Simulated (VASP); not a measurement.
# PbSe (Clausthalite) (Fm-3m) in VASP: notebook

PbSe (Clausthalite) is run at these levels: PBE, LDA, RPBE+D4, PBE exchange alone; tasks: single point.

All numbers are computed with VASP 6.6.1; they aren't measurements. Logs are shortened: lines on timing, memory, paths and dates and some standing lists are left out, and cuts for length are marked.

**What was measured.**

From a printed reference work, monograph, for a bulk crystal of PbSe at 300 K: band gap 0.28 eV (direct).

How close the calculation comes is told below.

**1. The cell of the first run**

It takes space group Fm-3m (No. 225, cubic). Conventional cell: a = 6.121 Å, b = 6.121 Å, c = 6.121 Å, α = 90.00°, β = 90.00°, γ = 90.00°. Pb (site symmetry m-3m) has 6 Se at 3.06 Å within 4.0 Å. Se (site symmetry m-3m) has 6 Pb at 3.06 Å within 4.0 Å.

**2. Single point, PBE**

The input, INCAR:

```
SYSTEM = PbSe
  PREC = Accurate
  ENCUT = 520
  EDIFF = 1E-6
  ISMEAR = -1
  SIGMA = 0.05
  LREAL = .False.
  LASPH = .True.
  NELM = 100
  ALGO = Normal
  ISIF = 2
  LWAVE = .False.
  LCHARG = .False.
  GGA = PE
  NBANDS = 17
```

The input, KPOINTS:

```
Automatic mesh
0
Gamma
  3 3 3
  0 0 0
```

The input, POSCAR:

```
PbSe
1.0
    0.0000000000      3.0606500000      3.0606500000
    3.0606500000      0.0000000000      3.0606500000
    3.0606500000      3.0606500000      0.0000000000
Pb Se
1 1
Direct
    0.0000000000      0.0000000000      0.0000000000
    0.5000000000      0.5000000000      0.5000000000
```

Potentials or basis: VASP PAW PBE potentials, release 64 (Pb_d, Se).

Run with:

```bash
$ cat potpaw_PBE.64/Pb_d/POTCAR potpaw_PBE.64/Se/POTCAR > POTCAR
$ mpirun -np 1 vasp_std > vasp.out
```

OUTCAR:

```text
SYSTEM = PbSe
   PREC = Accurate
   ENCUT = 520
   EDIFF = 1E-6
   ISMEAR = -1
   LREAL = .False.
   LASPH = .True.
   NELM = 100
   ISIF = 2
   GGA = PE

 ion  position               nearest neighbor table
   1  0.000  0.000  0.000-   2 3.06   2 3.06   2 3.06   2 3.06   2 3.06   2 3.06
   2  0.500  0.500  0.500-   1 3.06   1 3.06   1 3.06   1 3.06   1 3.06   1 3.06

  LATTYP: Found a face centered cubic cell.
 ALAT       =     6.1213000000

  Lattice vectors:

 A1 = (   0.0000000000,   3.0606500000,   3.0606500000)
 A2 = (   3.0606500000,   0.0000000000,   3.0606500000)
 A3 = (   3.0606500000,   3.0606500000,   0.0000000000)

Analysis of symmetry for initial positions (statically):
=====================================================================
 Subroutine PRICEL returns:
 Original cell was already a primitive cell.

 Routine SETGRP: Setting up the symmetry group for a
 face centered cubic supercell.

 Subroutine GETGRP returns: Found 48 space group operations
 (whereof 48 operations were pure point group operations)
 out of a pool of 48 trial point group operations.

The static configuration has the point symmetry O_h .

Analysis of symmetry for dynamics (positions and initial velocities):
=====================================================================
 Subroutine PRICEL returns:
 Original cell was already a primitive cell.

 Routine SETGRP: Setting up the symmetry group for a
 face centered cubic supercell.

 Subroutine GETGRP returns: Found 48 space group operations
 (whereof 48 operations were pure point group operations)
 out of a pool of 48 trial point group operations.

The dynamic configuration has the point symmetry O_h .

 Subroutine INISYM returns: Found 48 space group operations
 (whereof 48 operations are pure point group operations),
 and found     1 'primitive' translations

----------------------------------------------------------------------------------------

                                     Primitive cell

  volume of cell :      57.3418

  direct lattice vectors                    reciprocal lattice vectors
     0.000000000  3.060650000  3.060650000    -0.163363991  0.163363991  0.163363991
     3.060650000  0.000000000  3.060650000     0.163363991 -0.163363991  0.163363991
     3.060650000  3.060650000  0.000000000     0.163363991  0.163363991 -0.163363991

  length of vectors
     4.328412740  4.328412740  4.328412740     0.282954733  0.282954733  0.282954733

[... 56 lines left out ...]
   LASPH  =      T    aspherical Exc in radial PAW
   ENCUT  =  520.0 eV  38.22 Ry    6.18 a.u.   8.05  8.05  8.05*2*pi/ulx,y,z
   NELM   =    100;   NELMIN=  2; NELMDL= -5     # of ELM steps
   EDIFF  = 0.1E-05   stopping-criterion for ELM
   LREAL  =      F    real-space projection
   EDIFFG = 0.1E-04   stopping-criterion for IOM
   NSW    =      0    number of steps for IOM
   IBRION =     -1    ionic relax: 0-MD 1-quasi-New 2-CG
   NFREE  =      0    steps in history (QN), initial steepest desc. (CG)
   ISIF   =      2    stress and relaxation
   ISYM   =      2    0-nonsym 1-usesym 2-fastsym
   POTIM  = 0.5000    time-step for ionic-motion
   TEBEG  =    0.0;   TEEND  =   0.0 temperature during run
   PSTRESS=    0.0 pullay stress
   NELECT =      20.0000    total number of electrons
   NUPDOWN=      -1.0000    fix difference up-down
   EMIN   =  10.00;   EMAX   =-10.00  energy-range for DOS
   EFERMI =   0.00;   METHOD = LEGACY
   ISMEAR =    -1;   SIGMA  =   0.05  broadening in eV -4-tet -1-fermi 0-gaus
   EFERMI_NEDOS =   21; number of points for ismear=-14 and -15
   IALGO  =     38    algorithm
   IMIX   =      4    mixing-type and parameters
     AMIX     =   0.40;   BMIX     =  1.00
     AMIX_MAG =   1.60;   BMIX_MAG =  1.00
  volume/ion in A,a.u.               =      28.67       193.48
  Fermi-wavevector in a.u.,A,eV,Ry     =   1.152377  2.177676 18.068159  1.327972
  Thomas-Fermi vector in A             =   2.289028
   LORBIT       =      0    0 simple, 1 ext, 2 COOP (PROOUT), +10 PAW based schemes
   GGA     = PE    functional components
   LHFCALC =     F    Hartree Fock is set to
   AEXX    =    0.0000 exact exchange contribution
   IVDW    =     0    specifies the selected vdW correction
   LEPSILON=     F    determine dielectric tensor
   LRPA    =     F    only Hartree local field effects (RPA)
 non-spin polarized calculation
  energy-cutoff  :      520.00
  volume of cell :       57.34
 maximum number of plane-waves:      1550
   NGX = 17   NGY = 17   NGZ = 17

 number of electron      20.0000000 magnetization

 Free energy of the ion-electron system (eV)
  ---------------------------------------------------
  ext. energy  EPLUGINS =         0.00000000
  ---------------------------------------------------
  free energy    TOTEN  =        -8.29277609 eV

  energy without entropy =       -8.29277609  energy(sigma->0) =       -8.29277609

 E-fermi :   5.3825     XC(G=0):  -9.5442

 val. band max:        4.3727930047   @ k =   0.3333   0.0000   0.0000
 cond. band min:       6.3958615064   @ k =   0.3333   0.0000   0.0000
 fundamental gap:      2.0230685017
 Fermi energy:         5.3824792476

 k-point     1 :       0.0000    0.0000    0.0000
  band No.  band energies     occupation
      1     -11.7899      2.00000
      2     -11.7899      2.00000
      3     -11.7899      2.00000
      4     -11.7868      2.00000
      5     -11.7868      2.00000
      6      -8.5576      2.00000
[... 57 lines left out ...]
      4     -11.7653      2.00000
      5     -11.7557      2.00000
      6      -7.2065      2.00000
[... 9 lines left out ...]
     16      14.5498      0.00000
     17      16.5875      0.00000

------------------------ aborting loop because EDIFF is reached ----------------------------------------

  FORCE on cell =-STRESS in cart. coord.  units (eV):
  Direction    XX          YY          ZZ          XY          YZ          ZX
  --------------------------------------------------------------------------------------
  -------------------------------------------------------------------------------------
  Total        0.5262185      0.5262185      0.5262185      0.0000000      0.0000000     -0.0000000
  in kB       14.7029918     14.7029918     14.7029918      0.0000000      0.0000000     -0.0000000
  external PRESSURE =      14.7029918 kB  Pullay stress =       0.0000000 kB

 VOLUME and BASIS-vectors are now :
 -----------------------------------------------------------------------------
  energy-cutoff  :      520.00
  volume of cell :       57.34
      direct lattice vectors                 reciprocal lattice vectors
     0.000000000  3.060650000  3.060650000    -0.163363991  0.163363991  0.163363991
     3.060650000  0.000000000  3.060650000     0.163363991 -0.163363991  0.163363991
     3.060650000  3.060650000  0.000000000     0.163363991  0.163363991 -0.163363991

 POSITION                                       TOTAL-FORCE (eV/Angst)
 -----------------------------------------------------------------------------------
      0.00000      0.00000      0.00000         0.000000      0.000000      0.000000
      3.06065      3.06065      3.06065        -0.000000     -0.000000     -0.000000
 -----------------------------------------------------------------------------------
    total drift:                                0.000000     -0.000000     -0.000000

  FREE ENERGIE OF THE ION-ELECTRON SYSTEM (eV)
  ---------------------------------------------------
  free  energy   TOTEN  =        -8.2927760907 eV

  energy  without entropy=       -8.2927760887  energy(sigma->0) =       -8.29277609
```

OSZICAR:

```text
N       E                     dE             d eps       ncg     rms          rms(c)
DAV:   1     0.169223973850E+03    0.16922E+03   -0.93601E+03   136   0.120E+03
DAV:   2     0.448686318804E+01   -0.16474E+03   -0.15810E+03   137   0.325E+02
DAV:   3    -0.827556339336E+01   -0.12762E+02   -0.12681E+02   179   0.947E+01
DAV:   4    -0.855511826278E+01   -0.27955E+00   -0.27943E+00   159   0.158E+01
DAV:   5    -0.856582730922E+01   -0.10709E-01   -0.10708E-01   190   0.311E+00    0.298E+00
DAV:   6    -0.829476855775E+01    0.27106E+00   -0.69423E-01   205   0.572E+00    0.176E+00
DAV:   7    -0.829029792098E+01    0.44706E-02   -0.11316E-01   150   0.164E+00    0.923E-01
DAV:   8    -0.829303530389E+01   -0.27374E-02   -0.11819E-02   149   0.110E+00    0.131E-01
DAV:   9    -0.829275432153E+01    0.28098E-03   -0.29060E-03   198   0.482E-01    0.439E-02
DAV:  10    -0.829276800000E+01   -0.13678E-04   -0.27623E-04   152   0.115E-01    0.165E-02
DAV:  11    -0.829277607914E+01   -0.80791E-05   -0.34488E-05   167   0.452E-02    0.452E-03
DAV:  12    -0.829277609074E+01   -0.11600E-07   -0.54717E-06   166   0.262E-02
   1 F= -.82927761E+01 E0= -.82927761E+01  d E =-.206022E-08
```

Wall time 3.6 s (1 thread of Intel Xeon 6975P-C, shared host); peak memory 0.17 GiB.

Results:

* Free energy: -8.2928 eV
* Pressure: 1.5 GPa

Levels at points of the mesh, in eV from the Fermi level:
| k point | band 7 | band 8 | band 9 | band 10 | band 11 | band 12 | band 13 | band 14 |
| --- | --- | --- | --- | --- | --- | --- | --- | --- |
| (0.00, 0.00, 0.00) | -6.64 | -2.22 | -2.22 | -2.22 | 4.39 | 4.39 | 4.39 | 6.19 |

Caveat: the k points lie up to 0.59 Å⁻¹ apart; this odd mesh misses L, where the gap lies, so gap, dielectric constants and Born charges aren't listed; spin-orbit coupling is left out, which moves the levels of the heavy elements.

(Part 1 of 3 ends here.)
